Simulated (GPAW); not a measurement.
# Sb (Im-3m) in GPAW: settings compared

Aim: see how the results for Sb move with the level of theory and the settings. Levels: PBE, PBEsol. Tasks: single point, relaxation of cell and atoms.

All numbers are computed with GPAW 26.7.0; they aren't measurements. Logs are shortened: lines on timing, memory, paths and dates and some standing lists are left out, and cuts for length are marked. The log counts tension as positive stress, the text compression.

## 1. The structure

Symmetry: Im-3m, No. 229, cubic system. Conventional cell: a = 3.743 Å, b = 3.743 Å, c = 3.743 Å, α = 90.00°, β = 90.00°, γ = 90.00°. Sb (site symmetry m-3m) has 8 Sb at 3.24 Å as nearest neighbours.

This isn't the form of Sb at room conditions, which is rhombohedral.

## 2. Single point, PBE

Contents of run.py:

```python
from ase.dft.bandgap import bandgap
from ase.io import read, write
from ase.units import GPa
from gpaw import GPAW, PW

atoms = read('POSCAR')

calc = GPAW(mode=PW(400),
            xc='PBE',
            kpts={'size': (8, 8, 8), 'gamma': True},
            occupations={'name': 'fermi-dirac', 'width': 0.05},
            nbands=15,
            maxiter=120,
            txt='gpaw.txt')
atoms.calc = calc
energy = atoms.get_potential_energy()
forces = atoms.get_forces()
stress = atoms.get_stress()
calc.write('gs.gpw')
write('result.traj', atoms)
print(f'Energy: {energy:.6f} eV')
print('Forces (eV/A):')
print(forces.round(4))
print('Stress (GPa):', (stress / GPa).round(3))
print('Fermi level:', round(calc.get_fermi_level(), 4), 'eV')
print(f'Gap: {bandgap(calc)[0]:.4f} eV, direct: {bandgap(calc, direct=True)[0]:.4f} eV')
```

Contents of POSCAR:

```
Sb
1.0
   -1.8713408863      1.8713408863      1.8713408863
    1.8713408863     -1.8713408863      1.8713408863
    1.8713408863      1.8713408863     -1.8713408863
Sb
1
Direct
    0.0000000000      0.0000000000      0.0000000000
```

Potentials or basis: GPAW PAW data sets (gpaw-data 1.2.1), pw.

The run is started by

```sh
OMP_NUM_THREADS=1 python run.py
```

gpaw.txt:

```text
__  _  _
 | _ |_)|_||  |
 |__||  | ||/\| - 26.7.0

Input parameters:
  mode=PW(ecut=400.0),
  kpts=MonkhorstPack(size=(8, 8, 8), gamma=True),
  maxiter=120,
  nbands=15,
  occupations=Occupations(name='fermi-dirac', width=0.05),
  xc=XC(name='PBE')

Diagonalizing LCAO Hamiltonian
Converting LCAO to pw mode

       Sb

Atoms  # Å, Bohr magnetons
|   | symbol |        x |        y |        z |    initial magnetic moments |
|---|--------|----------|----------|----------|-----------------------------|
| 0 |     Sb | 0.000000 | 0.000000 | 0.000000 | ( 0.0000,  0.0000,  0.0000) |

Unit cell  # Å
| periodic |         x |         y |         z |  lengths |     angles |
|----------|-----------|-----------|-----------|----------|------------|
|      yes | -1.871341 |  1.871341 |  1.871341 | 3.241257 | 109.471221 |
|      yes |  1.871341 | -1.871341 |  1.871341 | 3.241257 | 109.471221 |
|      yes |  1.871341 |  1.871341 | -1.871341 | 3.241257 | 109.471221 |

Number of symmetries: 48
Symmetry operations  # r_c * U_cc + t_c -> r_c
|    | kind |            matrix            |
|----|------|------------------------------|
|  0 |  σ   |  1, 1, 1,  0, 0,-1,  0,-1, 0 |
|  1 |  C4  |  1, 1, 1,  0, 0,-1, -1, 0, 0 |
|  2 |  C2  |  1, 1, 1,  0,-1, 0,  0, 0,-1 |
|  3 |  S6  |  1, 1, 1,  0,-1, 0, -1, 0, 0 |
|  4 |  S6  |  1, 1, 1, -1, 0, 0,  0, 0,-1 |
|  5 |  C4  |  1, 1, 1, -1, 0, 0,  0,-1, 0 |
|  6 |  E   |  1, 0, 0,  0, 1, 0,  0, 0, 1 |
|  7 |  σ   |  1, 0, 0,  0, 1, 0, -1,-1,-1 |
|  8 |  σ   |  1, 0, 0,  0, 0, 1,  0, 1, 0 |
|  9 |  C3  |  1, 0, 0,  0, 0, 1, -1,-1,-1 |
| 10 |  C3  |  1, 0, 0, -1,-1,-1,  0, 1, 0 |
| 11 |  σ   |  1, 0, 0, -1,-1,-1,  0, 0, 1 |
| 12 |  σ   |  0, 1, 0,  1, 0, 0,  0, 0, 1 |
| 13 |  C2  |  0, 1, 0,  1, 0, 0, -1,-1,-1 |
| 14 |  C3  |  0, 1, 0,  0, 0, 1,  1, 0, 0 |
| 15 |  S4  |  0, 1, 0,  0, 0, 1, -1,-1,-1 |
| 16 |  S4  |  0, 1, 0, -1,-1,-1,  1, 0, 0 |
| 17 |  C3  |  0, 1, 0, -1,-1,-1,  0, 0, 1 |
| 18 |  C3  |  0, 0, 1,  1, 0, 0,  0, 1, 0 |
| 19 |  S4  |  0, 0, 1,  1, 0, 0, -1,-1,-1 |
| 20 |  σ   |  0, 0, 1,  0, 1, 0,  1, 0, 0 |
| 21 |  C3  |  0, 0, 1,  0, 1, 0, -1,-1,-1 |
| 22 |  C2  |  0, 0, 1, -1,-1,-1,  1, 0, 0 |
| 23 |  S4  |  0, 0, 1, -1,-1,-1,  0, 1, 0 |
| 24 |  C4  |  0, 0,-1,  1, 1, 1,  0,-1, 0 |
| 25 |  σ   |  0, 0,-1,  1, 1, 1, -1, 0, 0 |
| 26 |  S6  |  0, 0,-1,  0,-1, 0,  1, 1, 1 |
| 27 |  C2  |  0, 0,-1,  0,-1, 0, -1, 0, 0 |
| 28 |  C4  |  0, 0,-1, -1, 0, 0,  1, 1, 1 |
| 29 |  S6  |  0, 0,-1, -1, 0, 0,  0,-1, 0 |
| 30 |  S6  |  0,-1, 0,  1, 1, 1,  0, 0,-1 |
| 31 |  C4  |  0,-1, 0,  1, 1, 1, -1, 0, 0 |
| 32 |  C4  |  0,-1, 0,  0, 0,-1,  1, 1, 1 |
| 33 |  S6  |  0,-1, 0,  0, 0,-1, -1, 0, 0 |
| 34 |  σ   |  0,-1, 0, -1, 0, 0,  1, 1, 1 |
| 35 |  C2  |  0,-1, 0, -1, 0, 0,  0, 0,-1 |
| 36 |  C2  | -1, 0, 0,  1, 1, 1,  0, 0,-1 |
| 37 |  S6  | -1, 0, 0,  1, 1, 1,  0,-1, 0 |
| 38 |  S6  | -1, 0, 0,  0, 0,-1,  1, 1, 1 |
| 39 |  C2  | -1, 0, 0,  0, 0,-1,  0,-1, 0 |
| 40 |  C2  | -1, 0, 0,  0,-1, 0,  1, 1, 1 |
| 41 |  i   | -1, 0, 0,  0,-1, 0,  0, 0,-1 |
| 42 |  S4  | -1,-1,-1,  1, 0, 0,  0, 1, 0 |
| 43 |  C3  | -1,-1,-1,  1, 0, 0,  0, 0, 1 |
| 44 |  C3  | -1,-1,-1,  0, 1, 0,  1, 0, 0 |
| 45 |  σ   | -1,-1,-1,  0, 1, 0,  0, 0, 1 |
| 46 |  S4  | -1,-1,-1,  0, 0, 1,  1, 0, 0 |
| 47 |  C2  | -1,-1,-1,  0, 0, 1,  0, 1, 0 |

BZ-sampling:
  Number of BZ points: 512
  Number of IBZ points: 29

  Monkhorst-Pack size: [8, 8, 8]
  Monkhorst-Pack shift: [0.0625, 0.0625, 0.0625]

K-points  # in reciprocal-cell coordinates
|     |                                coordinates |     weight |
|-----|--------------------------------------------|------------|
|   0 | (  0.00000000,   0.00000000,   0.00000000) | 0.00195312 |
|   1 | (  0.12500000,   0.00000000,   0.00000000) | 0.02343750 |
|   2 | (  0.12500000,   0.12500000,  -0.12500000) | 0.01171875 |
|   3 | (  0.25000000,   0.00000000,  -0.12500000) | 0.04687500 |
|   4 | (  0.25000000,   0.00000000,   0.00000000) | 0.02343750 |
|   5 | (  0.25000000,   0.12500000,  -0.12500000) | 0.04687500 |
|   6 | (  0.25000000,   0.25000000,  -0.25000000) | 0.01171875 |
|   7 | (  0.25000000,   0.25000000,   0.25000000) | 0.00390625 |
|   8 | (  0.37500000,  -0.12500000,  -0.12500000) | 0.01562500 |
|   9 | (  0.37500000,   0.00000000,  -0.12500000) | 0.09375000 |
| ... |                                            |            |
|  28 | (  0.50000000,   0.50000000,   0.50000000) | 0.00195312 |

Plane wave coefficients: 490
Cutoff: 400.0 eV

Spin-components: 1 (collinear spins)
Bands:           15
Projectors:      6
Spin-degeneracy: 2
Datatype:        complex128

Parallelization:
  kpt:    1
  domain: 1
  band:   1

Density:
  Valence electrons: 15.0
  Components: 1
  Grid points: [15 15 15]
  Charge: 0.0  # |e|

Potential:
  Grid points: [15 15 15]

species:
  Sb:
    name:    Antimony
    Z:       51.0
    valence: 15
    core:    36
    charge:  0.0  # [|e|]
    compensation charges:
      type: gauss
      rc: 0.36  # [Å]
      lmax: 2
    cutoffs:
      filter: 2.23  # [Å]
      core: 2.23  # [Å]
    projectors
    | kind |    occ | energy [eV] | rcut [Å] |
    |------|--------|-------------|----------|
    |   5s |  2.000 |     -12.815 |    1.154 |
    |   5p |  3.000 |      -4.830 |    1.233 |
    |   4d | 10.000 |     -33.514 |    1.196 |
    |    s |        |      14.396 |    1.154 |
    |    p |        |      22.381 |    1.233 |
    |    d |        |      -6.303 |    1.196 |

    Using partial waves for Sb as LCAO basis

Reference energy: -176281.558248  # eV

eigensolver:
  PPCG
  Converge bands: occupied
  niter=2

density mixing:
  MSR1-Mixer
  Pratt-step length: 0.05
  Maximum mixing coefficient: 0.75
  Old densities: 10
  SVD Regularization: 0.005
  Good broyden scale: 1.0
  Trust region scale: 1.0
  Backstep threshold: 4.0
  History deletion threshold: 6.0
  Fourier metric: weight=20.0, sigma=0.015

occupation numbers:
  Fermi-Dirac:
    width: 0.0500  # eV

poisson solver:
  ecut: 3200.0  # eV

xc functional:
  name: PBE with 2 nearest neighbor stencil

convergence criteria:
- Maximum [total energy] change in last 3 cyles: 0.0005 eV / valence electron
- Maximum integral of absolute [dens]ity change: 0.0001 electrons / valence electron
- Maximum integral of absolute [eigenst]ate change: 4e-08 eV^2 / valence electron
maximum number of iterations: 120

SCF iterations
|iter     | |      energy | eigst |  dens |
|---------|-|-------------|-------|-------|
|iter:   1| |   -4.026476 | +0.01 |       |
|iter:   2| |   -4.027684 | -2.56 | -1.82 |
|iter:   3| |   -4.022596c| -2.86 | -1.84 |
|iter:   4| |   -4.022933c| -4.40 | -2.47 |
|iter:   5| |   -4.023005c| -5.43 | -3.03 |
|iter:   6| |   -4.023011c| -6.49 | -3.70 |
|iter:   7| |   -4.023011c| -7.47c| -4.78c|

Converged in 7 steps
Energy contributions relative to reference atoms: (reference = -176281.558248)

Energy contributions:
  Kinetic:           2.850073
  Coulomb:          -2.859825
  Zero:              0.219522
  External:          0.000000
  Xc:               -4.230133
  Entropy:          -0.005297
  Spinorbit:         0.000000
  ----------------------------
  Free energy:      -4.025659
  Extrapolated:     -4.023011

dipole moment: (-6.762966, -6.762966, -6.762966)  # |e|*Ang

Fermi level: 8.321
Eigenvalues  # (at kpt = [0.000, 0.000, 0.000])
| band index |      eig [eV] | occ [0-2] |
|------------|---------------|-----------|
|          0 |       -20.863 |     2.000 |
|          1 |       -20.863 |     2.000 |
|          2 |       -20.863 |     2.000 |
|          3 |       -20.784 |     2.000 |
|          4 |       -20.784 |     2.000 |
|          5 |        -4.629 |     2.000 |
|          6 |        14.098 |     0.000 |
|          7 |        14.098 |     0.000 |
|          8 |        14.098 |     0.000 |
|          9 |        19.792 |     0.000 |
|         10 |        19.792 |     0.000 |
|         11 |        19.792 |     0.000 |
|         12 |        20.309 |     0.000 |
|         13 |        20.309 |     0.000 |
|         14 |        20.342 |     0.000 |

No gap
No difference between direct/indirect transitions

Forces  # eV/Ang
|       x |       y |        z |
|---------|---------|----------|
| 0.00000 | 0.00000 | -0.00000 |  # Sb   0

Stress tensor  # eV/Ang^3
|         x |         y |        z |
|-----------|-----------|----------|
|  0.014546 | -0.000000 | 0.000000 |
| -0.000000 |  0.014546 | 0.000000 |
|  0.000000 |  0.000000 | 0.014546 |

# Writing to gs.gpw (mode='')
```

Wall time 3.1 s (1 thread of Arm Neoverse V2, shared host); peak memory 0.12 GiB.

The run converged, but some of its settings lie outside the range that counts as converged, so its numbers aren't taken as properties of the crystal.

What came out:

| Quantity | Value |
| --- | --- |
| Free energy | -4.0257 eV |
| Pressure | -2.3 GPa |
| Band gap on the k mesh | none (metal or under the smearing width) |

Caveat: the cutoff is short for stress and forces, so pressures can be off by a GPa or more.

## 3. Relaxation of cell and atoms, PBEsol

Contents of run.py:

```python
from ase import Atoms
from ase.filters import FrechetCellFilter
from ase.io import write
from ase.optimize import BFGS
from gpaw import GPAW, PW, setup_paths

setup_paths.insert(0, '.')

atoms = Atoms(['Sb'],
              cell=[[-1.8713408863, 1.8713408863, 1.8713408863],
                    [1.8713408863, -1.8713408863, 1.8713408863],
                    [1.8713408863, 1.8713408863, -1.8713408863]],
              scaled_positions=[[0.0, 0.0, 0.0]],
              pbc=True)

calc = GPAW(mode=PW(600),
            xc='PBEsol',
            kpts={'size': (10, 10, 10), 'gamma': True},
            occupations={'name': 'fermi-dirac', 'width': 0.05},
            nbands=15,
            convergence={'density': 1e-05, 'forces': 0.0001},
            maxiter=150,
            txt='gpaw.txt')
atoms.calc = calc
opt = BFGS(FrechetCellFilter(atoms), trajectory='relax.traj', logfile='-')
done = opt.run(fmax=0.02, steps=60)
calc.write('gs.gpw')
write('result.traj', atoms)
print('Converged:', done)
print('Cell:', atoms.cell.cellpar().round(4))
print('Volume:', round(atoms.get_volume(), 4))
print(atoms.get_scaled_positions().round(5))
```

Potentials or basis: PAW data sets generated in the run's folder for this functional, pw.

The run is started by

```sh
gpaw-setup -f PBEsol Sb
OMP_NUM_THREADS=1 python run.py
```

It took 27 s on 1 thread of Arm Neoverse V1, shared host; peak memory 0.16 GiB.

Results (log left out):

```
Free energy                            : -4.6470 eV
Relaxed volume                         : 26.07 Å³/atom
Relaxed cell                           : a = 3.235 Å, b = 3.235 Å, c = 3.235 Å, α = 109.47°, β = 109.47°, γ = 109.47°
Space group after relaxing (to 0.05 Å) : Im-3m (No. 229)
Energy gained by relaxing              : 0.1 meV/atom
Ionic steps                            : 3
Pressure after relaxing                : 0.0 GPa
Band gap on the k mesh                 : none (metal or under the smearing width)
```

Step by step:
| step | energy change (eV) | largest force (eV/Å) | pressure (GPa) | volume (Å³) |
| --- | --- | --- | --- | --- |
| 1 | 0.0000 | 0.0000 | -0.37 | 26.21 |
| 2 | -0.0001 | 0.0000 | -0.20 | 26.15 |
| 3 | -0.0001 | 0.0000 | 0.00 | 26.07 |

Final structure:
```
CELL_PARAMETERS angstrom
-1.86790 1.86790 1.86790
1.86790 -1.86790 1.86790
1.86790 1.86790 -1.86790
ATOMIC_POSITIONS crystal
Sb 0.00000 0.00000 0.00000
```

Levels at points of the mesh, in eV from the Fermi level:
| k point | band 5 | band 6 | band 7 | band 8 | band 9 | band 10 | band 11 |
| --- | --- | --- | --- | --- | --- | --- | --- |
| (0.00, 0.00, 0.00) | -29.08 | -13.08 | 5.74 | 5.74 | 5.74 | 11.45 | 11.45 |
| (0.50, 0.50, 0.00) | -29.03 | -8.83 | -5.78 | 1.77 | 3.84 | 6.64 | 7.19 |
| (0.50, 0.50, 0.50) | -29.04 | -5.44 | -2.05 | -2.05 | -2.05 | 2.93 | 2.93 |

Caveat: later steps reuse the first step's grids. Spin-orbit coupling is left out, which matters for the levels of Sb.
